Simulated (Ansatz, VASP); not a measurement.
# Two plane-wave programs on FeO (Wuestite)

INCAR

```
SYSTEM = FeO
  PREC = Accurate
  ENCUT = 600
  EDIFF = 1E-6
  ISMEAR = -1
  SIGMA = 0.05
  LREAL = .False.
  LASPH = .True.
  NELM = 100
  ALGO = Fast
  ISIF = 3
  LWAVE = .False.
  LCHARG = .False.
  ISPIN = 2
  MAGMOM = 3 0
  LORBIT = 11
  LMAXMIX = 4
  IBRION = 2
  NSW = 60
  EDIFFG = -0.02
```

The input KPOINTS:

```
Automatic mesh
0
Gamma
  8 8 8
  0 0 0
```

File POSCAR:

```
FeO
1.0
    0.0000000000      2.1554000000      2.1554000000
    2.1554000000      0.0000000000      2.1554000000
    2.1554000000      2.1554000000      0.0000000000
Fe O
1 1
Direct
    0.0000000000      0.0000000000      0.0000000000
    0.5000000000      0.5000000000      0.5000000000
```

input.yaml

```yaml
crystal:
  lattice:
    - [0.0, 2.1554, 2.1554]
    - [2.1554, 0.0, 2.1554]
    - [2.1554, 2.1554, 0.0]
  atoms:
    - { symbol: Fe, position: [0.0, 0.0, 0.0], spin: 3.0 }
    - { symbol: O, position: [0.5, 0.5, 0.5] }
hamiltonian:
  xc: lda
  pseudopotentials: { kind: paw }
magnetization:
  spin_polarized: true
kpoints:
  mp_grid: { grid: [8, 8, 8] }
scf:
  occupations: { method: fermi_dirac, width: 0.05 }
output:
  forces: true
  stress: true
  eigenvalues: true
relax:
  f_tol: 0.01
  max_steps: 40
  cell: { stress_tol: 0.05 }
```

Alike in both runs: task relaxation of cell and atoms; functional LDA; k mesh 8 × 8 × 8; occupations fermi-dirac, width 0.05 eV; collinear spin, ferromagnetic start.

```csv
,VASP,Ansatz
version,VASP 6.6.1,Ansatz 0.2.0
potentials or method,"VASP PAW LDA potentials, release 64 (Fe, O)",Ansatz PAW
plane-wave cutoff (eV),600,420
valence electrons in the cell,14,22
```

Ansatz gave:

* gap on the k mesh at the Fermi level, each at its own relaxed structure (eV): none
* net moment per atom (μB): 1.92
* size of the moment on the site where the two differ most (μB): 3.27
* relaxed volume (Å³/atom): 9.14
* relaxed cell length with the largest relative difference (Å): 2.956
* energy change over the relaxation (meV/atom): -44

Problem. Which values does VASP return?

Solution. gap on the k mesh at the Fermi level, each at its own relaxed structure (eV): none; net moment per atom (μB): 1.90; size of the moment on the site where the two differ most (μB): 3.42; relaxed volume (Å³/atom): 9.13; relaxed cell length with the largest relative difference (Å): 2.956; energy change over the relaxation (meV/atom): -48.

Site moments also hang on the region over which each program counts them. A gap of «none» marks a metal or a gap that the smearing closes. The two sets of potentials don't hold the same shells in valence.

Caveats: a cell with one magnetic atom can't hold antiferromagnetic order, which such compounds often take; semilocal functionals often make such compounds metallic where correlation or magnetic order opens a gap, which also shifts bond lengths; the plane-wave basis is chosen anew once the cell has moved, so the energies of steps on either side of that aren't comparable (Ansatz); the pressure holds a Pulay correction of +0.9 GPa for the finite cutoff (Ansatz); the PAW data sets come from PBE, with cores solved anew for the run's functional, which leaves a small shift of forces and pressure (Ansatz). LDA usually gives volumes a few per cent too small. With open d or f shells a metallic result of LDA can be an artefact of self-interaction; +U or a hybrid may open a gap.
